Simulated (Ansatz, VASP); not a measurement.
# Mn: VASP beside Ansatz

```
Mn
1.0
     2.43258    0.00000    0.00000
    -1.21629    2.10667    0.00000
     0.00000    0.00000    3.92264
Mn
2
Cartesian
  0.0000 1.4044 0.9807
  1.2163 0.7022 2.9420
```

Alike in both runs: functional LDA; k mesh 14 × 14 × 8; occupations fermi-dirac, width 0.1 eV; no spin polarisation.

Ansatz relaxed the structure, and its values are those at the end. VASP's run is a single point on that final structure, the one shown.

|  | VASP | Ansatz |
| --- | --- | --- |
| version | VASP 6.6.1 | Ansatz 0.2.0 |
| potentials or method | VASP PAW LDA potentials, release 64 (Mn_pv) | plane waves (420 eV) with PAW, scalar-relativistic |
| plane-wave cutoff (eV) | 520 | 420 |
| valence electrons in the cell | 26 | 30 |

|  | VASP | Ansatz | Ansatz less VASP |
| --- | --- | --- | --- |
| pressure (GPa) | 0.5 | 0.0 | -0.46 |

The two sets of potentials don't hold the same shells in valence. Ansatz warned: «pseudo_functional_mismatch».

Caveats: the run has no spin polarisation, though such a crystal can be magnetic. Spin polarisation is off, so any magnetic state and its effect on volume and gap are missing.
